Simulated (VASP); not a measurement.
Crystal: FeNi (Tetrataenite).

```
Ni Fe
1.0
     2.53300    0.00000    0.00000
     0.00000    2.53300    0.00000
     0.00000    0.00000    3.58200
Ni Fe
1 1
Direct
  0.50000 0.50000 0.50000
  0.00000 0.00000 0.00000
```

Base run:

| Property | Result |
| --- | --- |
| Program | VASP 6.6.1 |
| Functional | rSCAN |
| Potentials or basis | VASP PAW PBE potentials, release 64 (Ni, Fe) |
| Cutoff | 520 eV |
| k mesh | 10 × 10 × 8 |
| Occupations | fermi-dirac, width 0.05 eV |
| Spin | collinear spin, ferromagnetic start |
| Starting moments | [1.0, 3.0] μB |

Its results: pressure -6.4 GPa; net moment 3.51 μB per cell; site moments Ni +0.66; Fe +2.93 μB.

The run is repeated on the same cell with these changes: functional from rSCAN to TPSS. What comes out?

Pressure -8.5 GPa; net moment 3.35 μB per cell; site moments Ni +0.64; Fe +2.71 μB.

Caveats: the PAW data sets were made with another functional, which shifts forces and pressure a little.
